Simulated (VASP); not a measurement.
# VO2 (P4_2/mnm) in VASP: single point with PBE+U

Aim: the single point of VO2 with PBE+U.

All numbers are computed with VASP 6.6.1; they aren't measurements. Logs are shortened: lines on timing, memory, paths and dates and some standing lists are left out, and cuts for length are marked.

## (1) The crystal as given

The structure is tetragonal, space group P4_2/mnm (No. 136). The conventional cell has a = 4.431 Å, b = 4.431 Å, c = 2.999 Å, α = 90.00°, β = 90.00°, γ = 90.00°. Around V (site symmetry mmm) lie 6 O at 1.87 to 1.96 Å. Around O (site symmetry m2m) lie 3 V at 1.87 to 1.96 Å.

## (2) Single point, PBE+U, collinear spin, typed start

Input file INCAR:

```
SYSTEM = VO2
ALGO = Normal
EDIFF = 1E-7
ENCUT = 520
GGA = PE
ISIF = 2
ISMEAR = 0
ISPIN = 2
LASPH = .TRUE.
LCHARG = .FALSE.
LDAU = .TRUE.
LDAUJ = 0 0
LDAUL = 2 -1
LDAUPRINT = 1
LDAUTYPE = 2
LDAUU = 3.25 0
LMAXMIX = 4
LORBIT = 11
LREAL = .FALSE.
LWAVE = .FALSE.
MAGMOM = 1 1 0 0 0 0
NBANDS = 38
NELM = 150
PREC = Accurate
SIGMA = 0.05
```

Input file KPOINTS:

```
k-points
0
G
  6 6 8
  0 0 0
```

Input file POSCAR:

```
VO2
1.0
    4.4308504772      0.0000000000      0.0000000000
    0.0000000000      4.4308504772      0.0000000000
    0.0000000000      0.0000000000      2.9988363261
V O
2 4
Direct
    0.0000000000      0.0000000000      0.0000000000
    0.5000000000      0.5000000000      0.5000000000
    0.2988605132      0.2988605132      0.0000000000
    0.2011394868      0.7988605132      0.5000000000
    0.7011394868      0.7011394868      0.0000000000
    0.7988605132      0.2011394868      0.5000000000
```

Potentials or basis: VASP PAW PBE potentials, release 64 (V_sv, O).

The run is started by

```console
> cat potpaw_PBE.64/V_sv/POTCAR potpaw_PBE.64/O/POTCAR > POTCAR
> mpirun -np 1 vasp_std > vasp.out
```

OUTCAR:

```text
SYSTEM = VO2
   EDIFF = 1E-7
   ENCUT = 520
   GGA = PE
   ISIF = 2
   ISMEAR = 0
   ISPIN = 2
   LASPH = .TRUE.
   LORBIT = 11
   LREAL = .FALSE.
   NELM = 150
   PREC = Accurate

 ion  position               nearest neighbor table
   1  0.000  0.000  0.000-   3 1.87   5 1.87   4 1.96   6 1.96   4 1.96   6 1.96
   2  0.500  0.500  0.500-   4 1.87   6 1.87   5 1.96   3 1.96   3 1.96   5 1.96
   3  0.299  0.299  0.000-   1 1.87   2 1.96   2 1.96
   4  0.201  0.799  0.500-   2 1.87   1 1.96   1 1.96
   5  0.701  0.701  0.000-   1 1.87   2 1.96   2 1.96
   6  0.799  0.201  0.500-   2 1.87   1 1.96   1 1.96

  LATTYP: Found a simple tetragonal cell.
 ALAT       =     4.4308504772
 C/A-ratio  =     0.6768082881

  Lattice vectors:

 A1 = (   4.4308504772,   0.0000000000,   0.0000000000)
 A2 = (   0.0000000000,   4.4308504772,   0.0000000000)
 A3 = (   0.0000000000,   0.0000000000,   2.9988363261)

Analysis of symmetry for initial positions (statically):
=====================================================================
 Subroutine PRICEL returns:
 Original cell was already a primitive cell.

 Routine SETGRP: Setting up the symmetry group for a
 simple tetragonal supercell.

 Subroutine GETGRP returns: Found 16 space group operations
 (whereof  8 operations were pure point group operations)
 out of a pool of 16 trial point group operations.

The static configuration has the point symmetry D_2h.
 The point group associated with its full space group is D_4h.

Analysis of symmetry for dynamics (positions and initial velocities):
=====================================================================
 Subroutine PRICEL returns:
 Original cell was already a primitive cell.

 Routine SETGRP: Setting up the symmetry group for a
 simple tetragonal supercell.

 Subroutine GETGRP returns: Found 16 space group operations
 (whereof  8 operations were pure point group operations)
 out of a pool of 16 trial point group operations.

The dynamic configuration has the point symmetry D_2h.
 The point group associated with its full space group is D_4h.

Analysis of structural, dynamic, and magnetic symmetry:
=====================================================================
 Subroutine PRICEL returns:
 Original cell was already a primitive cell.

 Routine SETGRP: Setting up the symmetry group for a
 simple tetragonal supercell.

 Subroutine GETGRP returns: Found 16 space group operations
 (whereof  8 operations were pure point group operations)
 out of a pool of 16 trial point group operations.

The overall configuration has the point symmetry D_2h.
 The point group associated with its full space group is D_4h.

 Subroutine INISYM returns: Found 16 space group operations
 (whereof  8 operations are pure point group operations),
 and found     1 'primitive' translations

----------------------------------------------------------------------------------------

                                     Primitive cell

  volume of cell :      58.8745

  direct lattice vectors                    reciprocal lattice vectors
     4.430850477  0.000000000  0.000000000     0.225690306  0.000000000  0.000000000
     0.000000000  4.430850477  0.000000000     0.000000000  0.225690306  0.000000000
     0.000000000  0.000000000  2.998836326     0.000000000  0.000000000  0.333462681
[... 159 lines left out ...]
  o =  0.1307  v =  0.0000  0.0000  0.0000  0.0000  0.0000 -0.0000  0.0000 -0.0000  0.0000 -1.0000      0.0000  0.0000  0.0000  0.0000  0.0000  0.0000  0.0000  0.0000  0.0000  0.0000
  o =  0.1468  v =  0.0000  0.7071 -0.0000  0.7071  0.0000  0.0000  0.0000  0.0000  0.0000  0.0000      0.0000  0.0000  0.0000  0.0000  0.0000  0.0000  0.0000  0.0000  0.0000  0.0000
  o =  0.1732  v = -0.0000  0.0000  0.0000  0.0000 -1.0000  0.0000  0.0000  0.0000  0.0000  0.0000      0.0000  0.0000  0.0000  0.0000  0.0000  0.0000  0.0000  0.0000  0.0000  0.0000
  o =  0.2714  v =  0.0000  0.0000  0.0000  0.0000  0.0000  0.0000  0.7071  0.0000 -0.7071  0.0000      0.0000  0.0000  0.0000  0.0000  0.0000  0.0000  0.0000  0.0000  0.0000  0.0000
  o =  0.2910  v =  0.0000 -0.7071 -0.0000  0.7071  0.0000  0.0000  0.0000  0.0000  0.0000  0.0000      0.0000  0.0000  0.0000  0.0000  0.0000  0.0000  0.0000  0.0000  0.0000  0.0000
  o =  0.3182  v =  0.0000  0.0000  0.0000  0.0000  0.0000 -0.8342 -0.0000  0.5515  0.0000  0.0000      0.0000  0.0000  0.0000  0.0000  0.0000  0.0000  0.0000  0.0000  0.0000  0.0000
  o =  0.3878  v = -0.8394 -0.0000  0.5435  0.0000  0.0000  0.0000  0.0000  0.0000  0.0000  0.0000      0.0000  0.0000  0.0000  0.0000  0.0000  0.0000  0.0000  0.0000  0.0000  0.0000
  o =  0.9278  v = -0.5435  0.0000 -0.8394  0.0000 -0.0000  0.0000  0.0000  0.0000  0.0000  0.0000      0.0000  0.0000  0.0000  0.0000  0.0000  0.0000  0.0000  0.0000  0.0000  0.0000

atom =   2  type =  1  l = 2

 onsite density matrix

spin component  1

  0.5473  0.0000 -0.2463  0.0000 -0.0000
  0.0000  0.2189  0.0000  0.0721  0.0000
 -0.2463  0.0000  0.7683  0.0000 -0.0000
  0.0000  0.0721  0.0000  0.2189  0.0000
 -0.0000  0.0000 -0.0000  0.0000  0.1732

spin component  2

  0.2390  0.0000  0.1198  0.0000  0.0000
  0.0000  0.1925  0.0000  0.0788  0.0000
  0.1198  0.0000  0.1371  0.0000 -0.0000
  0.0000  0.0788  0.0000  0.1925  0.0000
  0.0000  0.0000 -0.0000  0.0000  0.1307

 occupancies and eigenvectors

  o =  0.0579  v =  0.0000  0.0000  0.0000  0.0000  0.0000 -0.5515 -0.0000  0.8342  0.0000  0.0000      0.0000  0.0000  0.0000  0.0000  0.0000  0.0000  0.0000  0.0000  0.0000  0.0000
  o =  0.1137  v =  0.0000  0.0000  0.0000  0.0000  0.0000  0.0000  0.7071  0.0000 -0.7071  0.0000      0.0000  0.0000  0.0000  0.0000  0.0000  0.0000  0.0000  0.0000  0.0000  0.0000
  o =  0.1307  v =  0.0000  0.0000  0.0000  0.0000  0.0000 -0.0000  0.0000  0.0000  0.0000 -1.0000      0.0000  0.0000  0.0000  0.0000  0.0000  0.0000  0.0000  0.0000  0.0000  0.0000
  o =  0.1468  v =  0.0000  0.7071  0.0000 -0.7071 -0.0000  0.0000  0.0000  0.0000  0.0000  0.0000      0.0000  0.0000  0.0000  0.0000  0.0000  0.0000  0.0000  0.0000  0.0000  0.0000
  o =  0.1732  v =  0.0000  0.0000  0.0000  0.0000  1.0000  0.0000  0.0000  0.0000  0.0000  0.0000      0.0000  0.0000  0.0000  0.0000  0.0000  0.0000  0.0000  0.0000  0.0000  0.0000
  o =  0.2714  v =  0.0000  0.0000  0.0000  0.0000  0.0000  0.0000  0.7071  0.0000  0.7071  0.0000      0.0000  0.0000  0.0000  0.0000  0.0000  0.0000  0.0000  0.0000  0.0000  0.0000
  o =  0.2910  v =  0.0000  0.7071  0.0000  0.7071 -0.0000  0.0000  0.0000  0.0000  0.0000  0.0000      0.0000  0.0000  0.0000  0.0000  0.0000  0.0000  0.0000  0.0000  0.0000  0.0000
  o =  0.3182  v =  0.0000  0.0000  0.0000  0.0000  0.0000 -0.8342 -0.0000 -0.5515  0.0000  0.0000      0.0000  0.0000  0.0000  0.0000  0.0000  0.0000  0.0000  0.0000  0.0000  0.0000
  o =  0.3878  v = -0.8394  0.0000 -0.5435  0.0000  0.0000  0.0000  0.0000  0.0000  0.0000  0.0000      0.0000  0.0000  0.0000  0.0000  0.0000  0.0000  0.0000  0.0000  0.0000  0.0000
  o =  0.9278  v = -0.5435 -0.0000  0.8394  0.0000 -0.0000  0.0000  0.0000  0.0000  0.0000  0.0000      0.0000  0.0000  0.0000  0.0000  0.0000  0.0000  0.0000  0.0000  0.0000  0.0000

 number of electron      50.0000017 magnetization       2.0000008

 Free energy of the ion-electron system (eV)
  ---------------------------------------------------
  ext. energy  EPLUGINS =         0.00000000
  ---------------------------------------------------
  free energy    TOTEN  =       -46.47977854 eV

  energy without entropy =      -46.47977854  energy(sigma->0) =      -46.47977854

 E-fermi :   5.5804     XC(G=0): -11.8060

 val. band max:        5.3488163938   @ k =   0.1667   0.1667   0.2500
 cond. band min:       6.4198529754   @ k =   0.5000   0.0000   0.5000
 fundamental gap:      1.0710365816
 Fermi energy:         5.5804446129

 spin component 1

 k-point     1 :       0.0000    0.0000    0.0000
  band No.  band energies     occupation
      1     -60.1077      1.00000
      2     -60.0969      1.00000
      3     -34.1386      1.00000
      4     -34.1386      1.00000
      5     -33.7617      1.00000
      6     -33.7365      1.00000
[... 1913 lines left out ...]
     36      16.9660      0.00000
     37      20.3331      0.00000

 [... further k-points ...]

 [bands above 37 left out]

------------------------ aborting loop because EDIFF is reached ----------------------------------------

  FORCE on cell =-STRESS in cart. coord.  units (eV):
  Direction    XX          YY          ZZ          XY          YZ          ZX
  --------------------------------------------------------------------------------------
  -------------------------------------------------------------------------------------
  Total        4.4471455      4.4471455      4.3684146      0.0000000      0.0000000      0.0000000
  in kB      121.0221780    121.0221780    118.8796390      0.0000000      0.0000000      0.0000000
  external PRESSURE =     120.3079983 kB  Pullay stress =       0.0000000 kB

 VOLUME and BASIS-vectors are now :
 -----------------------------------------------------------------------------
  energy-cutoff  :      520.00
  volume of cell :       58.87
      direct lattice vectors                 reciprocal lattice vectors
     4.430850477  0.000000000  0.000000000     0.225690306  0.000000000  0.000000000
     0.000000000  4.430850477  0.000000000     0.000000000  0.225690306  0.000000000
     0.000000000  0.000000000  2.998836326     0.000000000  0.000000000  0.333462681

 POSITION                                       TOTAL-FORCE (eV/Angst)
 -----------------------------------------------------------------------------------
      0.00000      0.00000      0.00000         0.000000     -0.000000      0.000000
      2.21543      2.21543      1.49942         0.000000     -0.000000      0.000000
      1.32421      1.32421      0.00000         0.042662      0.042662      0.000000
      0.89122      3.53963      1.49942        -0.042662      0.042662      0.000000
      3.10664      3.10664      0.00000        -0.042662     -0.042662     -0.000000
      3.53963      0.89122      1.49942         0.042662     -0.042662     -0.000000
 -----------------------------------------------------------------------------------
    total drift:                                0.000000      0.000000      0.000000

  FREE ENERGIE OF THE ION-ELECTRON SYSTEM (eV)
  ---------------------------------------------------
  free  energy   TOTEN  =       -46.4797785361 eV

  energy  without entropy=      -46.4797785361  energy(sigma->0) =      -46.47977854

 total charge

# of ion       s       p       d       tot
------------------------------------------
    1        2.293   6.349   2.785  11.428
    2        2.293   6.349   2.785  11.428
    3        1.571   3.512   0.000   5.084
    4        1.571   3.512   0.000   5.084
    5        1.571   3.512   0.000   5.084
    6        1.571   3.512   0.000   5.084
--------------------------------------------------
tot         10.872  26.748   5.570  43.190

 magnetization (x)

# of ion       s       p       d       tot
------------------------------------------
    1        0.015   0.013   1.032   1.060
    2        0.015   0.013   1.032   1.060
    3       -0.002  -0.042   0.000  -0.044
    4       -0.002  -0.042   0.000  -0.044
    5       -0.002  -0.042   0.000  -0.044
    6       -0.002  -0.042   0.000  -0.044
--------------------------------------------------
tot          0.022  -0.140   2.065   1.946
```

Run time: 2.8 min. Hardware: 1 thread of Intel Xeon Platinum 8488C (Sapphire Rapids), shared host; peak memory 0.3 GiB.

Results:

```yaml
Free_energy: -46.4798 eV
Pressure: 12.0 GPa
Largest_force: 0.060 eV/Å
Band_gap_on_the_k_mesh: 1.07 eV, indirect (least direct gap 1.29 eV)
Net_moment: 2.00 μB per cell
Site_moments: V +1.06; O -0.04 μB
Valence_electrons_inside_the_program's_atomic_spheres: V 11.43; O 5.08
```

Forces in eV/Å, atoms in the order of the input:
```
V    0.000  0.000  0.000
V    0.000  0.000  0.000
O    0.043  0.043  0.000
O   -0.043  0.043  0.000
O   -0.043 -0.043  0.000
O    0.043 -0.043  0.000
```

Stress tensor (GPa, compression positive):
```
12.10  0.00  0.00
 0.00 12.10  0.00
 0.00  0.00 11.89
```

Eigenvalues of the final occupation matrices:
```csv
site,spin,trace,eigenvalues
site 1 d,1,1.93,0.15 0.17 0.29 0.39 0.93
site 1 d,2,0.89,0.06 0.11 0.13 0.27 0.32
site 2 d,1,1.93,0.15 0.17 0.29 0.39 0.93
site 2 d,2,0.89,0.06 0.11 0.13 0.27 0.32
```
